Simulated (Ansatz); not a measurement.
## Calculated with Ansatz: SrTiO3, relaxation

The input file (Ansatz 0.2.0, plane waves):

```yaml
crystal:
  lattice:
    - [3.957801, -0.063281, 0.093522]
    - [-0.063281, 3.96242, -0.061924]
    - [0.093522, -0.061924, 3.969328]
  atoms:
    - { symbol: Sr, position: [0.006966, 0.988506, 0.987949] }
    - { symbol: Ti, position: [0.484224, 0.457594, 0.456988] }
    - { symbol: O, position: [0.99008, 0.544707, 0.514091] }
    - { symbol: O, position: [0.424377, 0.980208, 0.532675] }
    - { symbol: O, position: [0.486408, 0.511924, 0.014595] }
kpoints:
  mp_grid: { grid: [5, 5, 5], shift: [0.5, 0.0, 0.0] }
magnetization:
  spin_polarized: true
scf:
  occupations: { method: fermi_dirac, width: 0.083 }
  lower_state_search: "off"
hamiltonian:
  pseudopotentials: { kind: paw }
  xc: pbe
  hubbard:
    projectors: all-electron-ortho-atomic
    sites: [{ species: Ti, l: d, u_eff: 4.19 }]
basis:
  ecutwfc: 420
  fft_grid_basis: typed
relax:
  max_steps: 40
output:
  forces: true
  stress: true
  eigenvalues: true
  bader: false
  populations: true
  elf: true
  write_potential: true
  volumetric_format: npy
  dos:
    e_range: [-12, 8]
    de: 0.05
    projected: { site_lists: { O: [O], Sr: [Sr], Ti: [Ti] } }
checkpoint:
  read: saved_state
```

Run with:

```bash
ansatz run input.yaml --threads 2 --pin off --max-ram 4096MiB --backend cpu --events-out ev --progress --plain --runs-dir out
```

Origin of the cell: a strained cell with displaced atoms, so it need not be a known compound.

The saved state is a converged single point of the same cell.

Steps:

| step | ΔF (meV/atom) | max force component (eV/Å) | SCF iterations | step was |
| --- | --- | --- | --- | --- |
| 1 | 0.0 | 2.047 | 6 | accepted |
| 2 | -94.4 | 0.927 | 7 | accepted |
| 3 | -126.7 | 0.075 | 7 | accepted |
| 4 | -127.7 | 0.073 | 7 | accepted |
| 5 | -129.1 | 0.047 | 8 | accepted |
| 6 | -129.3 | 0.020 | 6 | accepted |
| 7 | -129.3 | 0.001 | 5 | accepted |

The starting structure.

Space group P1 (No. 1); the run's cell has a = 3.959 Å, b = 3.963 Å, c = 3.971 Å, α = 91.81°, β = 87.28°, γ = 91.85°. Shortest distances: O–Ti 1.78 Å, O–Sr 2.39 Å, O–O 2.40 Å, Sr–Ti 3.22 Å.

After:

Space group P1 (No. 1); the run's cell has a = 3.959 Å, b = 3.963 Å, c = 3.971 Å, α = 91.81°, β = 87.28°, γ = 91.85°. Shortest distances: O–Ti 1.90 Å, O–Sr 2.70 Å, O–O 2.72 Å, Sr–Ti 3.37 Å.

```yaml
crystal:
  lattice:
    - [3.95780, -0.06328, 0.09352]
    - [-0.06328, 3.96242, -0.06192]
    - [0.09352, -0.06192, 3.96933]
  atoms:
    - { symbol: Sr, position: [0.96163, 0.01094, 0.98390] }
    - { symbol: Ti, position: [0.46706, 0.50664, 0.48910] }
    - { symbol: O, position: [0.98606, 0.48791, 0.51166] }
    - { symbol: O, position: [0.48870, 0.98976, 0.51202] }
    - { symbol: O, position: [0.48859, 0.48770, 0.00962] }
```

```yaml
Free_energy_lowered_by: 129.3 meV/atom
Final_pressure: -0.15 GPa
Relaxation_steps_listed: 7
```

Caveats: spin is on but no moment was typed; the SCF threshold is looser than advised for a stress.

The run took 65 s on 2 threads of Arm Neoverse V1 (shared host), peak memory 0.53 GiB, from a saved density.
